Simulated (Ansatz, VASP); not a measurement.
## One calculation of Nb, two programs

The input INCAR:

```
SYSTEM = Nb
ALGO     = Normal         ! electronic algorithm
EDIFF    = 1E-6           ! SCF threshold, eV
EDIFFG   = -0.01          ! ionic threshold
ENCUT    = 600            ! plane-wave cutoff, eV
GGA      = PS             ! functional
IBRION   = 2              ! ionic algorithm
ISIF     = 3              ! what is computed and relaxed
ISMEAR   = 0              ! smearing method
LASPH    = .True.         ! aspherical terms in the spheres
LCHARG   = .False.        ! write CHGCAR
LREAL    = .False.        ! projectors in reciprocal space
LWAVE    = .False.        ! write WAVECAR
NELM     = 100            ! most SCF steps
NSW      = 80             ! ionic steps
PREC     = Accurate       ! precision mode
SIGMA    = 0.1            ! smearing width, eV
```

KPOINTS

```
k-points
0
Gamma
  18 18 18
  0 0 0
```

Contents of POSCAR:

```
Nb
1.0
   -1.6376092630      1.6376092630      1.6376092630
    1.6376092630     -1.6376092630      1.6376092630
    1.6376092630      1.6376092630     -1.6376092630
Nb
1
Direct
    0.0000000000      0.0000000000      0.0000000000
```

Input for Ansatz:

```yaml
crystal:
  lattice:
    - [-1.637609263, 1.637609263, 1.637609263]
    - [1.637609263, -1.637609263, 1.637609263]
    - [1.637609263, 1.637609263, -1.637609263]
  atoms:
    - { symbol: Nb, position: [0.0, 0.0, 0.0] }
basis:
  ecutwfc: 420
kpoints:
  mp_grid: { grid: [18, 18, 18] }
hamiltonian:
  xc: pbesol
scf:
  occupations: { method: gaussian, width: 0.1 }
output:
  forces: true
  stress: true
  eigenvalues: true
relax:
  adjacent_minimum: "off"
  f_tol: 0.01
  max_steps: 60
  cell: { stress_tol: 0.1 }
```

Alike in both runs: task relaxation of cell and atoms; functional PBEsol; k mesh 18 × 18 × 18; occupations gaussian, width 0.1 eV; no spin polarisation.

```csv
,VASP,Ansatz
version,VASP 6.6.1,Ansatz 0.2.0
potentials or method,"VASP PAW PBE potentials, release 64 (Nb_sv)","scalar-relativistic, plane waves, PAW"
plane-wave cutoff (eV),600,420
valence electrons in the cell,13,13
```

Ansatz gave:

| Quantity | Value |
| --- | --- |
| gap on the k mesh at the Fermi level, each at its own relaxed structure (eV) | none |
| relaxed volume (Å³/atom) | 17.52 |
| relaxed cell length with the largest relative difference (Å) | 2.834 |

**Question.** What did VASP give for the same quantities?

**Answer.** gap on the k mesh at the Fermi level, each at its own relaxed structure (eV): none; relaxed volume (Å³/atom): 17.50; relaxed cell length with the largest relative difference (Å): 2.833.

A gap of «none» marks a metal or a gap that the smearing closes.

Caveats: the PAW data sets were made with another functional, which shifts forces and pressure a little (VASP).
